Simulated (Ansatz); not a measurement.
# Photoemission of C(111) with OH, part 2 of 4

Aim: core-level components, unfolded bands and work function of C(111) with OH.

Ansatz 0.2.0; DFT, PBE, plane-wave PAW, scalar-relativistic; PAW set soft_1.

So far, gap on the k-mesh (eV): step 2 (relaxing the atoms) 1.82.

## Step 3: Bands by layer

This is the main run. States are solved along the surface zone's path and weighed by where they lie along the normal, since photoemission sees the top layers. The cell holds 4 small cells, so the bands are unfolded.

Input file input.yaml:

```yaml
crystal:
  lattice:
    - [5.044499777, 0.0, 0.0]
    - [2.5222498885, 4.3686649563, 0.0]
    - [0.0, 0.0, 21.5136689229]
  atoms:
    - { symbol: H, position: [0.1009790047, 0.0956270428, 0.6731291392] }
    - { symbol: H, position: [0.6009790047, 0.0956270428, 0.6731291392] }
    - { symbol: H, position: [0.1009790047, 0.5956270428, 0.6731291392] }
    - { symbol: H, position: [0.6009790047, 0.5956270428, 0.6731291392] }
    - { symbol: O, position: [-0.0085492164, -0.0093482697, 0.6585435991] }
    - { symbol: O, position: [0.4914507836, -0.0093482697, 0.6585435991] }
    - { symbol: O, position: [-0.0085492164, 0.4906517303, 0.6585435991] }
    - { symbol: O, position: [0.4914507836, 0.4906517303, 0.6585435991] }
    - { symbol: C, position: [-0.0011070006, -0.0012670107, 0.5926318096] }
    - { symbol: C, position: [0.4988929994, -0.0012670107, 0.5926318096] }
    - { symbol: C, position: [-0.0011070006, 0.4987329893, 0.5926318096] }
    - { symbol: C, position: [0.4988929994, 0.4987329893, 0.5926318096] }
    - { symbol: C, position: [0.832705555, 0.3326833764, 0.5686509907] }
    - { symbol: C, position: [0.332705555, 0.3326833764, 0.5686509907] }
    - { symbol: C, position: [0.832705555, 0.8326833764, 0.5686509907] }
    - { symbol: C, position: [0.332705555, 0.8326833764, 0.5686509907] }
    - { symbol: C, position: [0.8332851496, 0.3332819571, 0.4967115663] }
    - { symbol: C, position: [0.3332851496, 0.3332819571, 0.4967115663] }
    - { symbol: C, position: [0.8332851496, 0.8332819571, 0.4967115663] }
    - { symbol: C, position: [0.3332851496, 0.8332819571, 0.4967115663] }
    - { symbol: C, position: [0.1666384209, 0.1666565495, 0.4727417303] }
    - { symbol: C, position: [0.6666384209, 0.1666565495, 0.4727417303] }
    - { symbol: C, position: [0.1666384209, 0.6666565495, 0.4727417303] }
    - { symbol: C, position: [0.6666384209, 0.6666565495, 0.4727417303] }
    - { symbol: C, position: [0.166666667, 0.166666667, 0.400901033] }
    - { symbol: C, position: [0.666666667, 0.166666667, 0.400901033] }
    - { symbol: C, position: [0.166666667, 0.666666667, 0.400901033] }
    - { symbol: C, position: [0.666666667, 0.666666667, 0.400901033] }
    - { symbol: C, position: [0.0, 0.0, 0.376969639] }
    - { symbol: C, position: [0.5, 0.0, 0.376969639] }
    - { symbol: C, position: [0.0, 0.5, 0.376969639] }
    - { symbol: C, position: [0.5, 0.5, 0.376969639] }
    - { symbol: H, position: [0.0, 0.0, 0.325374534] }
    - { symbol: H, position: [0.5, 0.0, 0.325374534] }
    - { symbol: H, position: [0.0, 0.5, 0.325374534] }
    - { symbol: H, position: [0.5, 0.5, 0.325374534] }
kpoints:
  mp_grid: { grid: [6, 6, 1] }
scf:
  occupations: { method: fermi_dirac, width: 0.02 }
  n_extra_bands: 25
hamiltonian:
  xc: pbe
  pseudopotentials: { kind: paw, azcp: { folder: soft_1 } }
output:
  forces: true
  write_potential: true
  volumetric_format: []
  dos:
    projected:
      site_lists:
        adsorbate: [4, 0, 5, 1, 6, 2, 7, 3]
        layer_1: [8, 9, 10, 11]
        layer_2: [12, 13, 14, 15]
        layer_3: [16, 17, 18, 19]
        middle: [20, 21, 22, 23]
        other_layers: [24, 25, 26, 27, 28, 29, 30, 31, 32, 33, 34, 35]
    de: 0.05
    e_range: [-30, 12]
    method: { smearing: { sigma: 0.12, scheme: gaussian } }
  eigenstates:
    kpoints:
      - [0.33333333, -0.33333333, 0.0]
      - [0.25, -0.375, 0.0]
      - [0.16666667, -0.41666667, 0.0]
      - [0.08333333, -0.45833333, 0.0]
      - [0.0, 0.5, 0.0]
      - [-0.08333333, 0.45833333, 0.0]
      # [... 29 more points ...]
      - [0.25, 0.5, 0.0]
      - [0.29166667, -0.41666667, 0.0]
    e_range: [-8.0, 6.0]
    unfold:
      supercell_matrix: [[2, 0, 0], [0, 2, 0], [0, 0, 1]]
      layers:
        axis: 3
        edges: [0.139446, 0.428966, 0.429066, 0.571184, 0.571284, 0.859055]
efield:
  axis: 3
  dipole_correction: true
```

Launch:

```
ansatz run input.yaml --threads 4 --pin off --max-ram 11264MiB --backend cpu --events-out ev --progress --plain --runs-dir out
```

Numbers of over 12 decimals in the logs are rounded to 6 here.

Log:

```text
[...]
Crystal: 36 atoms, lattice volume = 474.112 Å³
Basis set: ecut = 420 eV, 9317 PW (Γ), exchange–correlation on 72×72×288 points (8 copies of the dense FFT grid, shifted against one another)
Bands: 89, of which v1, the nominal top of the filled ones, is band 64 counted from 1 (63 counted from 0)
Symmetry: 4 space group operations
[...]
k-points: 20 of 36 (time reversal used)
[...]
SCF iter   1: F=—  HF=-8425.801781 eV  |F-HF|=—  |Δ(HF+E_count)|=         —  Δρ=9.76e-2  dr2=3.56e1  ethr=3.10e-3  p=-0.000 e·Å  D=-1.35e-6 V/Å  ΔV_dip=0.00 eV  dr2_dipole=2.33e-1  V_vac-E_F(+/−)=6.65/6.65 eV  ⟨swp⟩=9.2  Hψ=10901  notcnv=0  defer=164
[...]
SCF iter  10: F=-8413.828144 eV  HF=-8413.828144 eV  |F-HF|=8.76e-9  |Δ(HF+E_count)|=   7.43e-8  Δρ=2.88e-6  dr2=2.17e-8  ethr=7.81e-11  p=-0.209 e·Å  D=-8.00e-2 V/Å  ΔV_dip=1.72 eV  dr2_dipole=7.24e-11  V_vac-E_F(+/−)=3.44/1.72 eV  ⟨swp⟩=37.1  Hψ=25839  notcnv=0
SCF 1 converged in 10 iterations: F = -8413.828144 eV  dr2 = 2.17e-8
[...]
NSCF: frozen V_eff on 37 k-points
efield: sawtooth ramp at fractional position 0.9493 (kept from the solve that this one continues, or follows in the run), width 0.1000; the density the first Hamiltonian is built on has a dipole p = -0.209 e·Å; the dipole correction subtracts the counter field D = -8.00e-2 V/Å, which shifts the + side's vacuum level by +1.72 eV against the − side's; the planar-averaged density in the ramp window peaks in size at 1.1e-5 e/Å³
[...]
SCF converged after 10 iterations
Free energy (F): -8413.828144 eV
[...]
Internal energy: -8413.828144 eV  (E = F + TS)
E sigma→0 (E₀):  -8413.828144 eV
Fermi energy:    3.398968 eV
Dipole field:    D = -0.079945 V/Å  (p = -0.209464 e·Å, saw-weighted, corrected)
Work function:   Φ+ = 3.4379 eV   Φ− = 1.7180 eV
[...]
--- Forces (eV/Å), atoms counted from 1 ---
  atom   1  H      0.00220091     0.00675203     0.00188712
  atom   2  H      0.00220091     0.00675203     0.00188712
  atom   3  H      0.00220091     0.00675203     0.00188712
  atom   4  H      0.00220091     0.00675203     0.00188712
  atom   5  O     -0.00345168    -0.00101367    -0.00235123
  atom   6  O     -0.00345168    -0.00101367    -0.00235123
  atom   7  O     -0.00345168    -0.00101367    -0.00235123
  atom   8  O     -0.00345168    -0.00101367    -0.00235123
  atom   9  C      0.00232959     0.00180264     0.00216340
  atom  10  C      0.00232959     0.00180264     0.00216340
  atom  11  C      0.00232959     0.00180264     0.00216340
  atom  12  C      0.00232959     0.00180264     0.00216340
  atom  13  C     -0.00109785    -0.00713483    -0.00026638
  atom  14  C     -0.00109785    -0.00713483    -0.00026638
  atom  15  C     -0.00109785    -0.00713483    -0.00026638
  atom  16  C     -0.00109785    -0.00713483    -0.00026638
  atom  17  C     -0.00012633     0.00118520     0.00533822
  atom  18  C     -0.00012633     0.00118520     0.00533822
  atom  19  C     -0.00012633     0.00118520     0.00533822
  atom  20  C     -0.00012633     0.00118520     0.00533822
  atom  21  C      0.00008500    -0.00201682    -0.00297270
  atom  22  C      0.00008500    -0.00201682    -0.00297270
  atom  23  C      0.00008500    -0.00201682    -0.00297270
  atom  24  C      0.00008500    -0.00201682    -0.00297270
  atom  25  C     -0.00053695     0.00000434    -0.88604077
  atom  26  C     -0.00053695     0.00000434    -0.88604077
  atom  27  C     -0.00053695     0.00000434    -0.88604077
  atom  28  C     -0.00053695     0.00000434    -0.88604077
  atom  29  C      0.00046676     0.00030760     0.76718700
  atom  30  C      0.00046676     0.00030760     0.76718700
  atom  31  C      0.00046676     0.00030760     0.76718700
  atom  32  C      0.00046676     0.00030760     0.76718700
  atom  33  H      0.00015145     0.00012554     0.11506084
  atom  34  H      0.00015145     0.00012554     0.11506084
  atom  35  H      0.00015145     0.00012554     0.11506084
  atom  36  H      0.00015145     0.00012554     0.11506084
  max |Σ_I F_I| component: 8.36e-5 eV/Å
--- Band table (eV; the first three rows and the last of 20) ---
  k-point 0: bands = [... 60 lower, 1.0192, 1.0983, 1.6870, 2.4890, 4.3089, 5.9182, 6.1371, 6.9627, ... 21 higher]
  k-point 1: bands = [... 60 lower, 0.6150, 0.7706, 1.3411, 2.1280, 4.4830, 6.1268, 6.3274, 6.7494, ... 21 higher]
  k-point 2: bands = [... 60 lower, 0.2430, 0.4889, 0.4979, 1.4913, 4.9758, 6.4713, 6.6768, 6.8482, ... 21 higher]
  k-point 19: bands = [... 60 lower, -0.4931, -0.4931, 1.6422, 1.6422, 5.7279, 5.7279, 7.0446, 7.0446, ... 21 higher]
```

The job ended after 2.8 min (4 threads of Intel Xeon at 2.50GHz (Skylake/Cascade Lake), shared host; peak memory 2.1 GiB; 9.7 min of CPU time).

The column dr2 measures how far the density is from self-consistency, as an energy; F and HF (Harris–Foulkes) agree once it is small.

Numbers from this step:

| Item | Value |
| --- | --- |
| Fermi energy | 3.399 eV |
| zero of energy | valence-band maximum |
| share of occupied states in no projected shell | 0.004 of the occupied states in the window |

A(k,E), total over k along the path and E. Zero: valence-band maximum.

Values in eV⁻¹, 12 rows by 16 columns, each cell a mean:
```
0.08 0.54 0.72 0.93 1.50 1.68 2.00 1.87 1.28 1.70 1.15 1.59 1.69 1.35 0.62 0.08
0.01 0.02 0.23 0.65 0.91 1.65 1.00 1.27 1.76 0.99 1.23 0.90 0.72 0.09 0.02 0.01
0.01 0.01 0.02 0.32 0.72 0.31 0.99 0.70 0.34 0.81 0.17 0.04 0.03 0.02 0.01 0.01
0.01 0.01 0.01 0.02 0.23 0.88 0.92 0.91 0.71 0.06 0.02 0.02 0.01 0.01 0.01 0.01
0.01 0.01 0.01 0.02 0.03 0.07 0.12 0.10 0.05 0.02 0.02 0.01 0.01 0.01 0.01 0.01
0.01 0.01 0.01 0.03 0.11 0.75 0.99 0.91 0.23 0.04 0.02 0.02 0.01 0.01 0.01 0.01
0.01 0.01 0.05 0.55 0.84 0.85 1.76 1.41 1.02 0.70 0.11 0.04 0.03 0.02 0.01 0.01
0.03 0.21 0.85 0.40 0.80 1.89 1.74 1.71 1.54 0.71 0.85 0.87 0.85 0.46 0.03 0.02
0.83 0.72 0.26 1.02 1.66 2.44 2.91 2.82 2.07 1.82 1.11 0.21 0.13 0.52 0.87 0.76
0.15 0.40 0.90 1.09 1.83 1.57 1.00 1.43 1.99 1.38 1.38 1.73 1.76 1.12 0.19 0.23
1.29 1.49 1.21 1.96 1.81 0.94 0.08 0.16 1.25 1.68 1.52 1.60 1.15 1.45 2.08 1.41
2.20 1.23 1.85 1.46 1.32 0.84 0.83 0.83 1.08 1.50 1.66 2.01 2.34 1.64 1.03 2.10
```
Columns: k along the path (Å⁻¹) from 0 to 3.93; rows upwards: E (eV) from -6.79 to 5.63.

A(k,E), top over k along the path and E. Zero: valence-band maximum.

Ten even steps from '0' (0.00 eV⁻¹) to '9' (1.25 eV⁻¹), each cell a mean:
```
000000562455445326522343221000
000000046112432243121112200000
000000003841002773211221000000
000000000059998300000000000000
000000000000000000000000000000
000000000000000000000000000000
000000000000000000000000000000
000000000000000000000000000000
000000000000000000000000000000
000000000002420000000000000000
000000000487568300000000000000
000000038613554671000000000000
000001871043323338610000000000
000058200344234441489753100000
002850014533542444101257971000
278100234457876334320000039611
830012153453235434333100000499
000121534448998633431233310000
013236345372003664465200123211
776532454500000354446765557777
453233533100000024444479974454
532344322444444442345777553135
```
Columns: k along the path (Å⁻¹) from 0 to 3.93; rows upwards: E (eV) from -6.79 to 5.63.

A(k,E), middle over k along the path and E. Zero: valence-band maximum.

Values in eV⁻¹, 12 rows by 16 columns, each cell a mean:
```
0.03 0.14 0.09 0.12 0.23 0.36 0.40 0.37 0.31 0.25 0.28 0.43 0.60 0.59 0.23 0.03
0.01 0.01 0.02 0.03 0.06 0.10 0.09 0.10 0.16 0.32 0.39 0.46 0.42 0.04 0.01 0.01
0.00 0.00 0.00 0.01 0.03 0.02 0.05 0.04 0.02 0.05 0.03 0.02 0.01 0.01 0.00 0.00
0.00 0.00 0.00 0.00 0.01 0.04 0.05 0.05 0.03 0.01 0.01 0.01 0.01 0.00 0.00 0.00
0.00 0.00 0.00 0.00 0.01 0.01 0.02 0.02 0.01 0.01 0.00 0.00 0.00 0.00 0.00 0.00
0.00 0.00 0.00 0.01 0.02 0.15 0.25 0.21 0.05 0.01 0.01 0.00 0.00 0.00 0.00 0.00
0.00 0.00 0.01 0.07 0.12 0.30 0.64 0.52 0.25 0.13 0.02 0.01 0.01 0.00 0.00 0.00
0.01 0.03 0.10 0.06 0.33 0.60 0.51 0.51 0.50 0.22 0.15 0.13 0.13 0.07 0.01 0.00
0.11 0.09 0.09 0.44 0.59 0.97 1.37 1.27 0.83 0.67 0.47 0.08 0.04 0.08 0.13 0.11
0.03 0.15 0.37 0.35 0.66 0.64 0.18 0.41 0.75 0.45 0.45 0.76 0.78 0.51 0.06 0.04
0.37 0.47 0.37 0.69 0.65 0.34 0.02 0.05 0.44 0.67 0.47 0.36 0.25 0.43 0.67 0.39
0.78 0.43 0.66 0.51 0.62 0.23 0.24 0.23 0.39 0.50 0.63 0.75 0.78 0.38 0.31 0.75
```
Columns: k along the path (Å⁻¹) from 0 to 3.93; rows upwards: E (eV) from -6.79 to 5.63.

A(k,E), bottom over k along the path and E. Zero: valence-band maximum.

Ten even steps from '0' (0.00 eV⁻¹) to '9' (1.26 eV⁻¹), each cell a mean:
```
003740121354334312435985355300
000164012012321122136335510000
000007201300000131234321000000
000000820032223200570000000000
000000185000110018500000000000
000000006810000592000000000000
000000000299999510000000000000
000000000001110000000000000000
000000000000000000000000000000
000000000000000000000000000000
000000000000000000000000000000
000000000001221000000000000000
000000000035872100000000000000
000000000368568320000000000000
000000024565764743100000000000
000000334778679656520000000000
000013135441002643465310000000
000220154420001253223688620000
003211544300000223333211354200
244215444100000032223444324342
973144433000000025421222321469
432365341233333323444555553244
```
Columns: k along the path (Å⁻¹) from 0 to 3.93; rows upwards: E (eV) from -6.79 to 5.63.

Peaks of A(k,E) at the labelled points: for each region the eleven nearest the zero at most, each over 6 % of that point's highest, less those above the energy where the solved bands run out; weight and spread sum the levels within three half widths or 0.3 eV, so near peaks share levels. Peaks of the spectral function, the first 40 of 101 rows:

```csv
point,weight on,E (eV),A (1/eV),weight near the peak,rms spread of levels (eV)
K,total,-6.47,4.496,2,0.117
K,total,-6.25,4.603,2,0.117
K,total,-5.89,4.334,1,0
K,total,-5.33,4.071,1,0
K,total,-3.59,3.939,1,0
K,top,-6.47,1.657,0.6,0.111
K,top,-6.25,1.048,0.6,0.111
K,top,-5.89,0.598,0.119,0
K,top,-5.33,2.464,0.619,0
K,top,-3.59,3.343,0.851,-
K,middle,-6.47,1.797,0.782,0.117
K,middle,-6.25,1.723,0.782,0.117
K,middle,-5.89,1.224,0.276,0
K,middle,-5.33,1.091,0.267,0
K,middle,-3.59,0.549,0.138,-
K,bottom,-6.47,1.041,0.617,0.11
K,bottom,-6.25,1.83,0.617,0.11
K,bottom,-5.89,2.511,0.605,0
K,bottom,-5.35,0.514,0.114,0
Γ,total,-3.25,4.45,2,0.147
Γ,total,-2.95,5.519,2,0.068
Γ,total,-2.85,5.559,3,0.164
Γ,total,-2.57,4.603,2,0.13
Γ,total,-1.73,4.318,1,0
Γ,total,-1.39,4.329,1,0
Γ,total,-0.81,4.118,1,0
Γ,total,-0.01,4.01,1,0
Γ,total,1.81,3.966,1,0
Γ,total,3.43,4.499,2,0.109
Γ,total,3.65,4.493,2,0.109
Γ,top,-4.15,3.404,0.851,0
Γ,top,-3.27,2.06,0.494,0
Γ,top,-2.97,0.991,0.801,0.18
Γ,top,-2.85,0.95,0.607,0.172
Γ,top,-2.57,1.322,0.448,0.122
Γ,top,-1.73,1.174,0.277,0
Γ,top,-1.39,0.623,0.128,0
Γ,top,-0.81,1.646,0.404,0
Γ,top,-0.01,2.89,0.731,0
Γ,top,3.65,3.093,0.802,0.043
```

The DOS has structure finer than the step of the table below, so its rows give means over 1 eV, whole bins alone (the curve runs from -25.2 to 6.88 eV). Peaks (eV: height): total -11.1: 14.5, -9.1: 14.9, -5.3: 17.4, 6.5: 16.8; C 2p -7.9: 9.13, -6.8: 10.3, -5.9: 10.2, -5.3: 11.9; O 2p -9.1: 3.36, -5.3: 3.75, -2.6: 3.27, -2.2: 3.65; C 2s -16.5: 3.56, -15.3: 4.64, -14.5: 3.67, -11.1: 4.05; H 1s -9.2: 1.22, 3.9: 1.19, 4.7: 1.16, 6.5: 1.28.

The DOS by E, zero at the valence-band maximum; means over each step; values in states/eV/cell:

```csv
E (eV),total,C 2p,O 2p,C 2s,H 1s,O 2s
-24,0.0270,0.00245,8.8e-4,0.00739,0.00450,0.0116
-23,1.74,0.219,0.0625,0.387,0.252,0.806
-22,2.62,0.357,0.101,0.396,0.283,1.46
-21,4.65,0.653,0.129,1.14,0.308,2.40
-20,1.08,0.355,0.00132,0.672,0.0190,0.0283
-19,2.40,0.836,0.00816,1.39,0.0655,0.0866
-18,2.80,1.09,0.0113,1.52,0.0650,0.0926
-17,3.93,1.46,0.0373,2.17,0.0973,0.135
-16,4.03,1.52,0.0471,2.23,0.0933,0.119
-15,4.04,1.60,0.0649,2.14,0.106,0.112
-14,3.63,1.59,0.0959,1.70,0.129,0.0934
-13,3.34,1.98,0.149,1.04,0.108,0.0375
-12,6.73,4.00,0.401,1.90,0.274,0.102
-11,5.46,3.09,0.521,1.47,0.289,0.0535
-10,4.65,2.67,0.813,0.791,0.315,0.0230
-9,8.96,5.33,1.84,0.960,0.703,0.0633
-8,8.29,6.00,0.999,0.699,0.450,0.103
-7,11.3,8.36,1.42,0.694,0.651,0.151
-6,11.7,8.37,1.98,0.512,0.557,0.186
-5,12.0,8.30,2.58,0.359,0.489,0.230
-4,9.39,7.04,1.69,0.225,0.301,0.0909
-3,7.66,4.78,2.33,0.171,0.265,0.0613
-2,4.90,2.18,2.54,0.0738,0.0352,0.0366
-1,2.19,0.810,1.33,0.0223,0.00564,0.00790
0,0.484,0.191,0.287,0.00287,5.5e-4,5.8e-4
1,7.2e-5,0,0,0,1.5e-5,0
2,0.887,0.110,0.00183,0.0408,0.190,0.00110
3,1.25,0.162,9.6e-4,0.0917,0.286,0.00111
4,4.07,0.852,0.0551,0.464,0.546,0.118
5,9.28,3.00,0.220,1.52,0.716,0.146
6,11.7,5.10,0.313,1.43,0.577,0.179
```

Sums over each group's atoms; a table of it gives point samples, which can step over narrow peaks. The DOS of the group by E, zero at the valence-band maximum; 7 of 14 lines; values in states/eV:

```csv
E (eV),other layers: C 2p,adsorbate: O 2p,layer 2: C 2p,middle: C 2p,layer 3: C 2p,layer 1: C 2p,other layers: H 1s
-24,0,0,0,0,0,0,0
-22,5.2e-4,0.0989,0.108,0.00483,0.0115,0.230,8.2e-6
-20,0.136,0.00138,0.0511,0.0933,0.0935,0.0538,0.0148
-18,0.390,0.00901,0.130,0.321,0.298,0.178,0.0383
-16,0.266,0.0437,0.122,0.0993,0.155,0.167,0.0466
-14,0.693,0.102,0.426,0.198,0.388,0.158,0.114
-12,1.57,0.469,0.956,1.24,0.809,0.649,0.197
-10,0.443,0.583,0.384,0.289,0.285,0.517,0.0894
-8,3.14,1.58,1.01,1.33,1.25,1.06,0.436
-6,3.17,1.67,1.74,1.35,1.54,1.65,0.389
-4,2.92,1.30,0.936,1.50,1.46,0.684,0.244
-2,0.806,2.18,0.561,0.367,0.429,0.315,0.0149
0,0.00847,0.200,0.0872,0.0236,0.00735,0.0338,1.3e-5
2,0.0916,0.00315,0.0108,0.0331,7.9e-4,0.00220,0.230
4,0.377,0.0355,0.0490,0.0910,0.111,0.135,0.517
6,1.32,0.244,0.402,0.654,0.629,0.792,0.179
```

Simulated valence spectra by photon energy, shown to 13 eV, since a deeper line would dwarf them at some energies; the 100 % can be that line's tail at the edge; this run's widths, added to any smearing of the DOS itself: Gaussian 0.6 eV, Lorentzian 0.1 eV plus 0.05 an eV of depth. The intensity by binding energy, zero at the valence-band maximum; values in % of the maximum within 13 eV:

```csv
binding energy (eV),21.2 eV,60 eV,250 eV,1486.7 eV,9251.7 eV
-1,1.43,1.72,1.73,1.89,1.60
0,9.12,12.4,10.2,5.35,2.63
1,36.1,51.9,41.8,19.4,7.74
2,63.2,88.4,72.9,38.1,18.2
3,74.2,85.6,74.5,48.5,29.2
4,74.5,69.3,65.3,54.8,39.2
5,93.8,93.7,92.8,90.2,70.4
6,92.5,81.0,82.2,86.6,71.0
7,79.6,60.9,64.7,77.7,68.0
8,61.7,48.2,52.3,68.0,61.8
9,69.5,63.3,62.5,71.1,62.9
10,41.1,37.6,39.7,54.7,52.8
11,23.9,26.7,37.4,77.8,82.6
12,-,22.3,38.4,92.6,99.6
```

Maxima picked by a test of local sharpness, so broad peaks and shoulders can be missing; peaks within 0.45 eV of a curve's cut are left out. Valence peaks, by row:

```csv
photon energy (eV),binding energy (eV),height (% of the maximum within 13 eV),main shell,its share (%)
21.2,9.14,71.23,C 2p,44.35
21.2,5.39,100,C 2p,49.06
21.2,3.04,74.26,O 2p,58.19
60,21.34,36.26,O 2s,80.29
60,11.19,27.06,O 2p,71.57
60,9.19,66.3,O 2p,85.34
60,5.34,100,O 2p,86.46
60,2.39,95.13,O 2p,95.25
250,21.34,147.7,O 2s,91.12
250,15.59,35.06,C 2s,53.99
250,11.39,40.35,C 2s,36.91
250,9.19,65.03,O 2p,66.92
250,5.34,100,O 2p,66.49
250,2.44,79.57,O 2p,87.45
1487,21.29,393.4,O 2s,90.92
1487,16.39,116.4,C 2s,67.61
1487,15.59,116.8,C 2s,70.87
1487,11.89,93.08,C 2s,70.44
1487,9.19,73.1,C 2s,52.66
1487,5.39,100,O 2s,54.63
1487,3.09,48.66,O 2p,41.44
9252,21.29,397,O 2s,90.37
9252,16.39,131.3,C 2s,72.2
9252,15.59,132,C 2s,75.32
9252,11.89,100,C 2s,77.72
9252,9.19,64.51,C 2s,70.54
9252,6.69,69.32,O 2s,51.93
9252,5.44,79.4,O 2s,68.78
```

From the valence-band maximum. The planar mean, electrostatic potential by z:

```csv
z (Å),"planar mean, electrostatic potential (eV)"
0.0,3.48
0.5,3.08
1.0,2.68
1.5,2.63
2.0,2.63
2.5,2.63
3.0,2.63
3.5,2.63
4.0,2.63
4.5,2.62
5.0,2.61
5.5,2.56
6.0,2.35
6.5,1.34
7.0,-1.87
7.5,-2.64
8.0,-14.7
8.5,-19.2
9.0,-8.53
9.5,-2.81
10.0,-13.6
10.5,-19.8
11.0,-10.1
11.5,-2.16
12.0,-12.0
12.5,-19.9
13.0,-11.8
13.5,-2.21
14.0,-7.95
14.5,-8.03
15.0,2.51
15.5,4.09
16.0,4.31
16.5,4.34
17.0,4.35
17.5,4.35
18.0,4.35
18.5,4.35
19.0,4.35
19.5,4.35
20.0,4.35
20.5,4.29
21.0,3.89
```

[end of part 2 of 4]

[Logs are printed without paths, hosts, clocks, repeated set-up lines and the standing remarks that a program may print on its own settings, such as how far it seeks lower states.]

[Hosts, paths, dates, database ids (printed as entryN), source tags and the programs' standing remarks are cut or masked in the printed files.]

[Maps of the electrostatic potential energy from Ansatz leave out the sawtooth potential of an applied field or a dipole correction, so their vacuum need not be flat; work functions include it.]
